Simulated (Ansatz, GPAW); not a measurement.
Given: the input of a run of GPAW 26.7.0 (ASE script) on MnS. 

The input run.py:

```python
from ase import Atoms
from ase.dft.bandgap import bandgap
from ase.io import write
from ase.units import GPa
from gpaw import GPAW, PW

atoms = Atoms(['Mn', 'S'],
              cell=[[0.0, 2.6045, 2.6045],
                    [2.6045, 0.0, 2.6045],
                    [2.6045, 2.6045, 0.0]],
              scaled_positions=[[0.0, 0.0, 0.0],
                                [0.5, 0.5, 0.5]],
              pbc=True)
atoms.set_initial_magnetic_moments([4.0, 0.0])

calc = GPAW(mode=PW(600),
            xc='PBE',
            kpts={'size': (9, 9, 9), 'gamma': True},
            occupations={'name': 'methfessel-paxton', 'order': 0, 'width': 0.03},
            nbands=21,
            convergence={'density': 1e-05, 'energy': 1e-05},
            maxiter=150,
            txt='gpaw.txt')
atoms.calc = calc
energy = atoms.get_potential_energy()
forces = atoms.get_forces()
stress = atoms.get_stress()
calc.write('gs.gpw')
write('result.traj', atoms)
print(f'Energy: {energy:.6f} eV')
print('Forces (eV/A):')
print(forces.round(4))
print('Stress (GPa):', (stress / GPa).round(3))
print('Moments:', calc.get_magnetic_moments().round(3))
print('Fermi level:', round(calc.get_fermi_level(), 4), 'eV')
print(f'Gap: {bandgap(calc)[0]:.4f} eV, direct: {bandgap(calc, direct=True)[0]:.4f} eV')
```

Potentials or basis: GPAW PAW data sets (gpaw-data 1.2.1), pw.

The run is started by

```sh
$ OMP_NUM_THREADS=1 python run.py
```

Task: Translate it to Ansatz 0.2.0. Potentials or basis there: Ansatz PAW, cutoff 420 eV.

Result: As run (cutoffs and basis follow the program's own potentials, and thresholds, step limits or extra output files can differ):

input.yaml

```yaml
crystal:
  lattice:
    - [0.0, 2.6045, 2.6045]
    - [2.6045, 0.0, 2.6045]
    - [2.6045, 2.6045, 0.0]
  atoms:
    - { symbol: Mn, position: [0.0, 0.0, 0.0], spin: 4.0 }
    - { symbol: S, position: [0.5, 0.5, 0.5] }
hamiltonian:
  xc: pbe
  pseudopotentials: { kind: paw }
magnetization:
  spin_polarized: true
kpoints:
  mp_grid: { grid: [9, 9, 9] }
scf:
  occupations: { method: gaussian, width: 0.03 }
output:
  forces: true
  stress: true
  eigenvalues: true
  write_density: true
  write_potential: true
  elf: true
  volumetric_format: npy
```

Potentials or basis: Ansatz PAW.

Run with:

```sh
$ ansatz run input.yaml --threads 2 --pin off --max-ram 5632MiB --backend cpu --events-out ev --progress --plain --runs-dir out
```

Both were run:

|  | GPAW | Ansatz |
| --- | --- | --- |
| Pressure | -2.9 GPa | -2.8 GPa |
| Net moment | 4.70 μB per cell | 4.72 μB per cell |

Ansatz's pressure holds a Pulay term of +0.04 GPa for its cutoff of 420 eV, which the other run lacks.

Where Ansatz's input types no cutoff or centring, it takes its own default and a Γ-centred mesh.

The magnetic state is the one that the start led to; the real crystal's order can differ.

Pressure is positive in compression.
